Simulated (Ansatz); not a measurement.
## Equation of state of nickel, dhcp

Computed with DFT, revPBE, plane waves (420 eV) with PAW, scalar-relativistic in Ansatz 0.2.0. (PAW data from PBE, frozen cores regenerated.)

The cell is scaled uniformly from the relaxed one, with fractional coordinates and shape fixed. Energies are extrapolated to zero smearing, pressures are those at the given smearing. Magnetic state: ferromagnetic.

```csv
V (Å³/atom),E − E₀ (meV/atom),P (GPa),sphere moment (μB)
9.809,114.0,31.69,0.64
10.254,45.5,18.41,0.65
10.700,9.9,7.97,0.66
11.146,0.0,-0.22,0.68
11.592,10.4,-6.66,0.71
12.038,36.5,-11.72,0.73
12.484,75.0,-15.70,0.75
```

Fit a third-order Birch-Murnaghan equation.

V₀ = 11.12 Å³/atom, B₀ = 182 GPa, B₀′ = 5.1.
